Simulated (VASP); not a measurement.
# Ru (P6_3/mmc) in VASP: further runs

The runs below take Ru through single point, with PBEsol.

Everything below comes from runs of VASP 6.6.1. Logs are shortened: lines on timing, memory, paths and dates and some standing lists are left out, and cuts for length are marked.

**1. The undisturbed crystal**

The structure is hexagonal, space group P6_3/mmc (No. 194). Conventional cell: a = 2.706 Å, b = 2.706 Å, c = 4.282 Å, α = 90.00°, β = 90.00°, γ = 120.00°. Ru (site symmetry -6m2) has 12 Ru at 2.65 to 2.71 Å as nearest neighbours.

**2. Single point, PBEsol (grid = ENCUT=400 dk=0.6 cell=2x2x1 ISMEAR=1 SIGMA=0.1 LREAL=Auto EDIFF=1e-06)**

Contents of INCAR:

```
SYSTEM = Ru
ALGO = Fast
EDIFF = 1E-6
ENCUT = 400
GGA = PS
ISIF = 2
ISMEAR = 1
LASPH = .TRUE.
LCHARG = .FALSE.
LREAL = Auto
LWAVE = .FALSE.
NBANDS = 57
NELM = 120
PREC = Accurate
SIGMA = 0.1
```

Contents of KPOINTS:

```
k-points
0
G
  3 3 3
  0 0 0
```

Contents of POSCAR:

```
Ru
1.0
    5.4116000000      0.0000000000      0.0000000000
   -2.7058000000      4.6865830752      0.0000000000
    0.0000000000      0.0000000000      4.2819000000
Ru
7
Direct
    0.3333333334      0.6666666666      0.7500000000
    0.8333333333      0.1666666666      0.7500000000
    0.8333333333      0.6666666666      0.7500000000
    0.1666666666      0.3333333334      0.2500000000
    0.1666666666      0.8333333333      0.2500000000
    0.6666666666      0.3333333334      0.2500000000
    0.6666666666      0.8333333333      0.2500000000
```

Potentials or basis: VASP PAW PBE potentials, release 64 (Ru_pv).

Started as:

```sh
> cat potpaw_PBE.64/Ru_pv/POTCAR > POTCAR
> mpirun -np 1 vasp_std > vasp.out
```

OUTCAR:

```text
SYSTEM = Ru
   EDIFF = 1E-6
   ENCUT = 400
   GGA = PS
   ISIF = 2
   ISMEAR = 1
   LASPH = .TRUE.
   LREAL = Auto
   NELM = 120
   PREC = Accurate

 Found      6 irreducible k-points:

 Following reciprocal coordinates:
            Coordinates               Weight
  0.000000  0.000000  0.000000      1.000000
  0.333333  0.000000  0.000000      6.000000
  0.333333  0.333333  0.000000      2.000000
  0.000000  0.000000  0.333333      2.000000
  0.333333  0.000000  0.333333     12.000000
  0.333333  0.333333  0.333333      4.000000
   k-points           NKPTS =      6   k-points in BZ     NKDIM =      6   number of bands    NBANDS=     57
   number of dos      NEDOS =    301   number of ions     NIONS =      7
   total plane-waves  NPLWV =  36288
   dimension x,y,z NGX =    36 NGY =   36 NGZ =   28
   dimension x,y,z NGXF=    72 NGYF=   72 NGZF=   56
   ions per type =               7
   NGX,Y,Z   is equivalent  to a cutoff of  11.06, 11.06, 10.87 a.u.
   NGXF,Y,Z  is equivalent  to a cutoff of  22.12, 22.12, 21.74 a.u.
 SYSTEM =  Ru
   PREC   = accura    normal or accurate (medium, high low for compatibility)
   ISTART =      0    job   : 0-new  1-cont  2-samecut
   ICHARG =      2    charge: 1-file 2-atom 10-const
   ISPIN  =      1    spin polarized calculation?
   LNONCOLLINEAR =      F non collinear calculations
   LSORBIT =      F    spin-orbit coupling
   LASPH  =      T    aspherical Exc in radial PAW
   ENCUT  =  400.0 eV  29.40 Ry    5.42 a.u.   8.82  8.82  6.98*2*pi/ulx,y,z
   NELM   =    120;   NELMIN=  2; NELMDL= -5     # of ELM steps
   EDIFF  = 0.1E-05   stopping-criterion for ELM
   LREAL  =      T    real-space projection
   EDIFFG = 0.1E-04   stopping-criterion for IOM
   NSW    =      0    number of steps for IOM
   IBRION =     -1    ionic relax: 0-MD 1-quasi-New 2-CG
   NFREE  =      0    steps in history (QN), initial steepest desc. (CG)
   ISIF   =      2    stress and relaxation
   ISYM   =      2    0-nonsym 1-usesym 2-fastsym
   POTIM  = 0.5000    time-step for ionic-motion
   TEBEG  =    0.0;   TEEND  =   0.0 temperature during run
   PSTRESS=    0.0 pullay stress
   NELECT =      98.0000    total number of electrons
   NUPDOWN=      -1.0000    fix difference up-down
   EMIN   =  10.00;   EMAX   =-10.00  energy-range for DOS
   EFERMI =   0.00;   METHOD = LEGACY
   ISMEAR =     1;   SIGMA  =   0.10  broadening in eV -4-tet -1-fermi 0-gaus
   EFERMI_NEDOS =   21; number of points for ismear=-14 and -15
   IALGO  =     68    algorithm
   IMIX   =      4    mixing-type and parameters
     AMIX     =   0.40;   BMIX     =  1.00
     AMIX_MAG =   1.60;   BMIX_MAG =  1.00
  volume/ion in A,a.u.               =      15.51       104.69
  Fermi-wavevector in a.u.,A,eV,Ry     =   1.582015  2.989575 34.052286  2.502772
  Thomas-Fermi vector in A             =   2.682003
   LORBIT       =      0    0 simple, 1 ext, 2 COOP (PROOUT), +10 PAW based schemes
   GGA     = PS    functional components
   LHFCALC =     F    Hartree Fock is set to
   AEXX    =    0.0000 exact exchange contribution
   IVDW    =     0    specifies the selected vdW correction
   LEPSILON=     F    determine dielectric tensor
   LRPA    =     F    only Hartree local field effects (RPA)
 non-spin polarized calculation
 RMM-DIIS sequential band-by-band and
 Methfessel and Paxton  Order N= 1 SIGMA  =   0.10
  energy-cutoff  :      400.00
  volume of cell :      108.60
 maximum number of plane-waves:      1987
 NGX is ok and might be reduce to    36
   NGX = 17   NGY = 17   NGZ = 13

 number of electron      98.0000026 magnetization

 Free energy of the ion-electron system (eV)
  ---------------------------------------------------
  ext. energy  EPLUGINS =         0.00000000
  ---------------------------------------------------
  free energy    TOTEN  =       -67.40125914 eV

  energy without entropy =      -67.39481598  energy(sigma->0) =      -67.39911142

 E-fermi :  10.4432     XC(G=0): -13.3243

 val. band max:       10.4207838633   @ k =   0.3333   0.0000   0.0000
 cond. band min:      10.4692391143   @ k =   0.0000   0.0000   0.0000
 fundamental gap:      0.0484552510
 Fermi energy:        10.4431547236

 k-point     1 :       0.0000    0.0000    0.0000
  band No.  band energies     occupation
      1     -33.0446      2.00000
      2     -32.9297      2.00000
      3     -32.9297      2.00000
      4     -32.8920      2.00000
      5     -32.6979      2.00000
      6     -32.5770      2.00000
[... 49 lines left out ...]
     56      12.3664     -0.00000
     57      12.4649      0.00000

 k-point     2 :       0.3333    0.0000    0.0000
  band No.  band energies     occupation
      1     -32.9829      2.00000
      2     -32.8540      2.00000
      3     -32.8128      2.00000
      4     -32.7297      2.00000
      5     -32.7294      2.00000
      6     -32.6194      2.00000
[... 49 lines left out ...]
     56      12.0657     -0.00000
     57      12.0895     -0.00000

 k-point     3 :       0.3333    0.3333    0.0000
  band No.  band energies     occupation
      1     -32.9252      2.00000
      2     -32.8055      2.00000
      3     -32.7767      2.00000
      4     -32.7131      2.00000
      5     -32.5977      2.00000
      6     -32.5811      2.00000
[... 49 lines left out ...]
     56      11.3726     -0.00000
     57      11.5558     -0.00000

 k-point     4 :       0.0000    0.0000    0.3333
  band No.  band energies     occupation
      1     -33.0456      2.00000
      2     -33.0456      2.00000
      3     -33.0199      2.00000
      4     -32.8500      2.00000
      5     -32.7099      2.00000
      6     -32.5887      2.00000
[... 49 lines left out ...]
     56      12.3011     -0.00000
     57      12.8502      0.00000

 k-point     5 :       0.3333    0.0000    0.3333
  band No.  band energies     occupation
      1     -32.9671      2.00000
      2     -32.9541      2.00000
      3     -32.8951      2.00000
      4     -32.7807      2.00000
      5     -32.6603      2.00000
      6     -32.5828      2.00000
[... 49 lines left out ...]
     56      11.7073     -0.00000
     57      11.8000     -0.00000

 k-point     6 :       0.3333    0.3333    0.3333
  band No.  band energies     occupation
      1     -32.9013      2.00000
      2     -32.8756      2.00000
      3     -32.8309      2.00000
      4     -32.7200      2.00000
      5     -32.6546      2.00000
      6     -32.6048      2.00000
[... 49 lines left out ...]
     56      11.4635     -0.00000
     57      11.7297     -0.00000

------------------------ aborting loop because EDIFF is reached ----------------------------------------

  FORCE on cell =-STRESS in cart. coord.  units (eV):
  Direction    XX          YY          ZZ          XY          YZ          ZX
  --------------------------------------------------------------------------------------
  -------------------------------------------------------------------------------------
  Total       -9.6111566     -9.6111566    -12.9288284      0.0000000     -0.0000000     -0.0000000
  in kB     -141.7972166   -141.7972166   -190.7441486      0.0000000     -0.0000000     -0.0000000
  external PRESSURE =    -158.1128606 kB  Pullay stress =       0.0000000 kB

 VOLUME and BASIS-vectors are now :
 -----------------------------------------------------------------------------
  energy-cutoff  :      400.00
  volume of cell :      108.60
      direct lattice vectors                 reciprocal lattice vectors
     5.411600000  0.000000000  0.000000000     0.184788233  0.106687536  0.000000000
    -2.705800000  4.686583075  0.000000000     0.000000000  0.213375072  0.000000000
     0.000000000  0.000000000  4.281900000     0.000000000  0.000000000  0.233541185

 POSITION                                       TOTAL-FORCE (eV/Angst)
 -----------------------------------------------------------------------------------
      0.00000      3.12439      3.21143         0.132305      0.076386     -0.000000
      4.05870      0.78110      3.21143        -0.000000     -0.152773     -0.000000
      2.70580      3.12439      3.21143        -0.132305      0.076386      0.000000
     -0.00000      1.56219      1.07048         1.631013     -0.941666      0.000000
     -1.35290      3.90549      1.07048        -0.000000      1.883331     -0.000000
      2.70580      1.56219      1.07048        -1.631013     -0.941666      0.000000
      1.35290      3.90549      1.07048        -0.000000     -0.000000      0.000000
 -----------------------------------------------------------------------------------
    total drift:                                0.000001     -0.000001     -0.000000

  FREE ENERGIE OF THE ION-ELECTRON SYSTEM (eV)
  ---------------------------------------------------
  free  energy   TOTEN  =       -67.4012591428 eV

  energy  without entropy=      -67.3948159826  energy(sigma->0) =      -67.39911142
```

It took 50 s on 1 thread of Intel Xeon Platinum 8488C (Sapphire Rapids), shared host; peak memory 0.18 GiB.

The run converged, but some of its settings lie outside the range that counts as converged, so its numbers aren't taken as properties of the crystal.

What came out:

* Free energy: -67.4013 eV
* Pressure: -15.8 GPa
* Largest force: 1.883 eV/Å
* Band gap on the k mesh: none (metal or under the smearing width)

Caveat: the k mesh is coarse (spacing up to 0.49 Å⁻¹), so the values aren't converged; the PAW data sets were made with another functional, which shifts forces and pressure a little.

**3. Single point, PBEsol (grid = ENCUT=280 dk=0.35 cell=2x2x1 ISMEAR=1 SIGMA=0.1 LREAL=Auto EDIFF=1e-06)**

Edit INCAR of step 2 so:

```diff
@@ -3,3 +3,3 @@
 EDIFF = 1E-6
-ENCUT = 400
+ENCUT = 280
 GGA = PS
```

Contents of KPOINTS:

```
k-points
0
G
  4 4 5
  0 0 0
```

POSCAR is that of step 2.

Potentials or basis: VASP PAW PBE potentials, release 64 (Ru_pv).

Started as:

```sh
> cat potpaw_PBE.64/Ru_pv/POTCAR > POTCAR
> mpirun -np 1 vasp_std > vasp.out
```

OUTCAR:

```text
SYSTEM = Ru
   EDIFF = 1E-6
   ENCUT = 280
   GGA = PS
   ISIF = 2
   ISMEAR = 1
   LASPH = .TRUE.
   LREAL = Auto
   NELM = 120
   PREC = Accurate

 Found     12 irreducible k-points:

 Following reciprocal coordinates:
            Coordinates               Weight
  0.000000  0.000000  0.000000      1.000000
  0.250000  0.000000  0.000000      6.000000
  0.500000  0.000000  0.000000      3.000000
  0.250000  0.250000  0.000000      6.000000
  0.000000  0.000000  0.200000      2.000000
[... 444 lines left out ...]
  -------------------------------------------------------------------------------------
  Total       -9.9031163     -9.9031163    -13.7576388      0.0000000     -0.0000000      0.0000000
  in kB     -146.1046144   -146.1046144   -202.9719188      0.0000000     -0.0000000      0.0000000
  external PRESSURE =    -165.0603825 kB  Pullay stress =       0.0000000 kB

 VOLUME and BASIS-vectors are now :
 -----------------------------------------------------------------------------
  energy-cutoff  :      280.00
  volume of cell :      108.60
      direct lattice vectors                 reciprocal lattice vectors
     5.411600000  0.000000000  0.000000000     0.184788233  0.106687536  0.000000000
    -2.705800000  4.686583075  0.000000000     0.000000000  0.213375072  0.000000000
     0.000000000  0.000000000  4.281900000     0.000000000  0.000000000  0.233541185

 POSITION                                       TOTAL-FORCE (eV/Angst)
 -----------------------------------------------------------------------------------
      0.00000      3.12439      3.21143        -0.082597     -0.047688     -0.000000
      4.05870      0.78110      3.21143        -0.000000      0.095375     -0.000000
      2.70580      3.12439      3.21143         0.082597     -0.047688      0.000000
     -0.00000      1.56219      1.07048         1.380054     -0.796775      0.000000
     -1.35290      3.90549      1.07048        -0.000000      1.593550     -0.000000
      2.70580      1.56219      1.07048        -1.380054     -0.796775      0.000000
      1.35290      3.90549      1.07048        -0.000000     -0.000000      0.000000
 -----------------------------------------------------------------------------------
    total drift:                                0.000001     -0.000001     -0.000000

  FREE ENERGIE OF THE ION-ELECTRON SYSTEM (eV)
  ---------------------------------------------------
  free  energy   TOTEN  =       -67.9013457509 eV

  energy  without entropy=      -67.8851230025  energy(sigma->0) =      -67.89593817
```

stdout:

```text
POSCAR found type information on POSCAR Ru
 POSCAR found :  1 types and       7 ions
 scaLAPACK will be used
 -----------------------------------------------------------------------------
|                                                                             |
|                                                                             |
|     You have a (more or less) 'small supercell' and for smaller cells       |
|     it is recommended to use the reciprocal-space projection scheme!        |
|     The real-space optimization is not efficient for small cells and it     |
|     is also less accurate ...                                               |
|     Therefore, set LREAL=.FALSE. in the INCAR file.                         |
|                                                                             |
 -----------------------------------------------------------------------------

 -----------------------------------------------------------------------------
|                                                                             |
|                                                                             |
|     You enforced a specific xc type in the INCAR file but a different       |
|     I HOPE YOU KNOW WHAT YOU ARE DOING!                                     |
|                                                                             |
 -----------------------------------------------------------------------------

 LDA part: xc-table for (Slater+PW92), standard interpolation
 POSCAR, INCAR and KPOINTS ok, starting setup
 FFT: planning ... GRIDC
 FFT: planning ... GRID_SOFT
 FFT: planning ... GRID
 WAVECAR not read
 entering main loop
```

Run time: 61 s. Hardware: 1 thread of Intel Xeon Platinum 8488C (Sapphire Rapids), shared host; peak memory 0.16 GiB.

The run converged, but some of its settings lie outside the range that counts as converged, so its numbers aren't taken as properties of the crystal.

What came out:

| Property | Result |
| --- | --- |
| Free energy | -67.9013 eV |
| Pressure | -16.5 GPa |
| Largest force | 1.594 eV/Å |
| Band gap on the k mesh | none (metal or under the smearing width) |

Caveat: the cutoff is under 1.25 times the usual one of these potentials, so pressure, stress and relaxed cells hold a basis-set (Pulay) error; the PAW data sets were made with another functional, which shifts forces and pressure a little.

(Part 1 of 2 ends here.)
